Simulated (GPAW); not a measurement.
Runs of GPAW 26.7.0 on TiO2. Symmetry: P4_2/mnm, No. 136, tetragonal system. Conventional cell: a = 4.600 Å, b = 4.600 Å, c = 2.959 Å, α = 90.00°, β = 90.00°, γ = 90.00°. Ti (site symmetry mmm) has 6 O at 1.95 to 1.98 Å as nearest neighbours. O (site symmetry m2m) has 3 Ti at 1.95 to 1.98 Å as nearest neighbours. The cell is a database's computed one.

```tsv
task	level	potentials or basis	cell	optimizer	fmax	max steps	target pressure	band path	gap on the mesh (eV)	pressure (GPa)	relaxed volume (Å³/atom)	largest force (eV/Å)
relaxation of cell and atoms	rSCAN	GPAW PAW data sets (gpaw-data 1.2.1), pw	relaxed to 1 GPa	FIRE	0.02 eV/Å	60	1 GPa	-	(b)	1.1	-	0.01
relaxation of cell and atoms	PBEsol	PAW data sets generated in the run's folder for this functional, pw	relaxed	LBFGS	0.02 eV/Å	100	-	-	1.85	0.1	10.37	-
band structure	PBEsol	PAW data sets generated in the run's folder for this functional, pw	as given	-	-	-	-	GXMGZRAZ,XR,MA	1.84	-1.4	-	0.03
band structure	GLLB-SC	the program's PAW data sets (release 1.2.1) made for this functional, pw	as given	-	-	-	-	GXMGZRAZ,XR,MA	3.78	-	-	-
relaxation of cell and atoms	BLYP	PAW data sets generated in the run's folder for this functional, pw	relaxed	BFGS	0.05 eV/Å	100	-	-	(a)	0.2	10.92	0.04
band structure	WC	PAW data sets generated in the run's folder for this functional, pw	as given	-	-	-	-	GXMGZRAZ,XR,MA	1.84	-1.4	-	0.02
```

Alike in all rows: no spin polarisation; k mesh 4 × 4 × 6; cutoff (eV) 800; smearing fermi-dirac 0.05 eV.

Task: Fill in the values left out.

Result: (a) 1.82; (b) 2.20.

Caveats: later steps reuse the first step's grids (some runs); the PAW data sets were made with another functional, which shifts forces and pressure a little (some runs); the GLLB-SC gap is the Kohn-Sham gap of the path plus the derivative discontinuity (some runs); a model potential gives levels but no total energy (some runs).

A k mesh can miss the band edges.

Runs at the PBE level aren't shown here.
